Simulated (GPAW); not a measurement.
**BaTe (honeycomb monolayer): G0W0 on several meshes in GPAW**

How does the mesh move the gap of BaTe (honeycomb monolayer)?

Main program and level: GPAW 26.7.0; PBE and many-body steps on it, plane waves.

Most raw output is cut from this account.

## 1. The structure

The cell holds 2 atoms: 1 Ba and 1 Te. Its edges and angles: a = 5.717 Å, b = 5.717 Å, c = 11.400 Å, α = 90.0°, β = 90.0°, γ = 120.0°. Vacuum lies along c.

As a file:

```xyz
2
Lattice="5.7173 0.0000 0.0000 -2.8587 4.9513 0.0000 0.0000 0.0000 11.4000" Properties=species:S:1:pos:R:3
Ba    0.0000    3.3009    5.6945
Te    2.8587    1.6504    5.7054
```

The structure was relaxed with PBE. The runs that relaxed it are not among those shown. Spin-orbit coupling is left out unless a step names it.

## 2. Empty states on the mesh, 6×6×1 mesh, 350 bands

This step: GPAW 26.7.0; DFT, PBE, plane waves, PAW.

The sums over transitions need many empty states on a uniform mesh; this step solves for them.

Input file run.py:

```python
import json
import numpy as np
from gpaw.mpi import world
from gpaw import GPAW

calc = GPAW('gs.gpw').fixed_density(kpts={'size': (6, 6, 1), 'gamma': True},
    nbands=408,
    convergence={'bands': 350},
    txt='nscf.txt')
calc.write('full.gpw', mode='all')
res = {}
kpts = calc.get_ibz_k_points()
res['kpts'] = kpts
res['eigenvalues'] = [calc.get_eigenvalues(kpt=k) for k in range(len(kpts))]
res['n_electrons'] = calc.get_number_of_electrons()

if world.rank == 0:
    with open('result.json', 'w') as f:
        json.dump(res, f, default=lambda x: x.tolist())
```

Started as:

```
$ mpirun -n 4 gpaw python run.py
```

Wall time 5.1 min (4 MPI ranks of Arm Neoverse V1, shared host); peak memory 1.7 GiB; 20 min of CPU time.

This step gave:

| Property | Result |
| --- | --- |
| gap | 2.469 eV |
| k of the valence top | 0, 0, 0 |
| k of the conduction bottom | 0, 0, 0 |
| least direct gap | 2.469 eV |
| k points computed | 7 |
| lowest point of the top converged band, above the valence top | 59.9197 eV |

On this mesh the gap is 2.469 eV.

## 3. 6×6×1

Now the one-shot GW correction: screening in the RPA, then the self-energy of the levels asked for.

This step: G0W0 on PBE, plane waves, PAW.

Input file run.py:

```python
import json
import numpy as np
from gpaw.mpi import world
from gpaw.response.g0w0 import G0W0

gw = G0W0('full.gpw',
    filename='gw',
    kpts=[0],
    bands=(6, 10),
    ecut=36,
    nbands=158,
    truncation='2D',
    integrate_gamma='sphere',
    q0_correction=True,
    frequencies={'type': 'nonlinear', 'domega0': 0.15, 'omega2': 15.0},
    eta=0.1,
    nblocksmax=True)
gw.calculate()
res = {mode: {k: v for k, v in r.items() if k != 'sigma_eskwn'}
       for mode, r in gw.all_results.items()}

if world.rank == 0:
    with open('result.json', 'w') as f:
        json.dump(res, f, default=lambda x: x.tolist())
```

Started as:

```
$ mpirun -n 4 gpaw python run.py
```

Run time: 68 s. Hardware: 4 MPI ranks; peak memory 1.6 GiB; 4.5 min of CPU time.

Numbers from this step:

| Item | Value |
| --- | --- |
| G0W0 gap on the points computed | 4.382 eV |
| least direct G0W0 gap on the computed points | 4.382 eV |
| Z at the valence top | 0.7805 |
| Z at the conduction bottom | 0.8388 |
| starting gap on the mesh | 2.469 eV |
| k of the valence top | 0, 0, 0 |
| k of the conduction bottom | 0, 0, 0 |

The gap on the mesh goes from 2.47 eV to 4.38 eV, a correction of +1.91 eV.

## 4. Empty states on the mesh, 3×3×1 mesh, 168 bands

This step: DFT, PBE, plane waves, PAW.

Input file run.py:

```python
import json
import numpy as np
from gpaw.mpi import world
from gpaw import GPAW

calc = GPAW('gs.gpw').fixed_density(kpts={'size': (3, 3, 1), 'gamma': True},
    nbands=196,
    convergence={'bands': 168},
    txt='nscf.txt')
calc.write('full.gpw', mode='all')
res = {}
kpts = calc.get_ibz_k_points()
res['kpts'] = kpts
res['eigenvalues'] = [calc.get_eigenvalues(kpt=k) for k in range(len(kpts))]
res['n_electrons'] = calc.get_number_of_electrons()

if world.rank == 0:
    with open('result.json', 'w') as f:
        json.dump(res, f, default=lambda x: x.tolist())
```

Started as:

```
$ mpirun -n 4 gpaw python run.py
```

Wall time 39 s (4 MPI ranks); peak memory 0.86 GiB; 2.6 min of CPU time.

This step gave:

```yaml
gap: 2.469 eV
k_of_the_valence_top: 0, 0, 0
k_of_the_conduction_bottom: 0, 0, 0
least_direct_gap: 2.469 eV
k_points_computed: 3
lowest_point_of_the_top_converged_band_above_the_valence_top: 36.86 eV
```

On this mesh the gap is 2.469 eV.

## 5. 3×3×1

This step: G0W0 on PBE, plane waves, PAW.

Input file run.py:

```python
import json
import numpy as np
from gpaw.mpi import world
from gpaw.response.g0w0 import G0W0

gw = G0W0('full.gpw',
    filename='gw',
    kpts=[0],
    bands=(6, 10),
    ecut=36,
    nbands=158,
    truncation='2D',
    integrate_gamma='sphere',
    q0_correction=True,
    frequencies={'type': 'nonlinear', 'domega0': 0.15, 'omega2': 15.0},
    eta=0.1,
    nblocksmax=True)
gw.calculate()
res = {mode: {k: v for k, v in r.items() if k != 'sigma_eskwn'}
       for mode, r in gw.all_results.items()}

if world.rank == 0:
    with open('result.json', 'w') as f:
        json.dump(res, f, default=lambda x: x.tolist())
```

Started as:

```
$ mpirun -n 4 gpaw python run.py
```

The job ended after 17 s (4 MPI ranks; peak memory 1.7 GiB).

Numbers from this step:

| Property | Result |
| --- | --- |
| G0W0 gap on the points computed | 4.391 eV |
| least direct G0W0 gap on the computed points | 4.391 eV |
| Z at the valence top | 0.7938 |
| Z at the conduction bottom | 0.8361 |
| starting gap on the mesh | 2.469 eV |
| k of the valence top | 0, 0, 0 |
| k of the conduction bottom | 0, 0, 0 |

Against G0W0 in GPAW (6×6×1 mesh, 158 bands, screening to 36 eV, full frequency, Hilbert transform), the gap moves by +0.010 eV.

## 6. The runs together

Times are wall times on 4 MPI ranks of Arm Neoverse V1, shared host, good to a factor of about two.

| run | mesh | bands | screening cutoff (eV) | DFT gap (eV) | gap on the mesh (eV) | direct (eV) | time |
| --- | --- | --- | --- | --- | --- | --- | --- |
| 6×6×1 | 6×6×1 | 158 | 36 | 2.469 | 4.382 | 4.382 | 68 s |
| 3×3×1 | 3×3×1 | 158 | 36 | 2.469 | 4.391 | 4.391 | 17 s |

## 7. What came out

| Item | Value |
| --- | --- |
| 6×6×1 | 4.382 eV |
| 3×3×1 | 4.391 eV |
| known limits | not at the basis limit; no spin-orbit coupling |

What this shows: 3×3×1: +0.010 eV against 6×6×1. Bands and cutoff are finite, so the gap is not at the basis limit. The miss can reach some tenths of an eV and take either sign; the mesh is an error of its own. These stock PAW sets were not made for GW; the filled d or f shell of Te lies in the frozen core, which bears on start and correction. In the G0W0 runs levels were corrected at 1 k point alone, so a gap called «on the mesh» is the least over those, and an edge elsewhere would be missed. Mesh or cutoff lie under what a gap needs, so these runs test behaviour and cost; their gaps are not to be quoted. The many-body steps are scalar-relativistic: spin-orbit coupling is not in them.

[Paths, hosts, dates, memory and timing lines, banners, echoed tables and standing remarks are left out of the program output.]

[Logs are printed without paths, hosts, clocks, repeated set-up lines and the standing remarks that a program may print on its own settings, such as how far it seeks lower states.]

[Runs of the session that timed out or met a known fault of the program may be left out.]

[Hosts, paths, dates, database ids (printed as entryN), source tags and the programs' standing remarks are cut or masked in the printed files.]
